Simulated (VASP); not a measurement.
CuCl (Nantokite):

```
Cu Cl
1.0
     0.00000    2.70285    2.70285
     2.70285    0.00000    2.70285
     2.70285    2.70285    0.00000
Cu Cl
1 1
Direct
  0.00000 0.00000 0.00000
  0.25000 0.25000 0.25000
```

| Quantity | Value |
| --- | --- |
| Program | VASP 6.6.1 |
| Task | relaxation of cell and atoms |
| Functional | PBEsol |
| Potentials or basis | VASP PAW PBE potentials, release 64 (Cu, Cl) |
| Cutoff | 600 eV |
| k mesh | 10 × 10 × 10 |
| Occupations | gaussian, width 0.03 eV |
| Spin | no spin polarisation |

At the start: pressure -3.2 GPa; volume 19.75 Å³/atom.

Question: How do energy, volume and symmetry change on relaxing?

Answer: Over 3 steps the energy falls by 12.4 meV/atom and the volume is 18.60 Å³/atom (-5.8 %); space group F-43m (No. 216, to 0.05 Å).

Step by step:
| step | energy change (eV) | largest force (eV/Å) | pressure (GPa) | volume (Å³) |
| --- | --- | --- | --- | --- |
| 1 | 0.0000 | 0.0000 | -3.22 | 39.49 |
| 2 | -0.0247 | 0.0000 | -0.10 | 37.27 |
| 3 | -0.0247 | 0.0000 | -0.04 | 37.21 |

Final structure:
```
Cu Cl
1.0
     0.00000    2.64977    2.64977
     2.64977    0.00000    2.64977
     2.64977    2.64977    0.00000
Cu Cl
1 1
Cartesian
  0.0000 0.0000 0.0000
  1.3249 1.3249 1.3249
```

Caveat: the PAW data sets were made with another functional, which shifts forces and pressure a little.
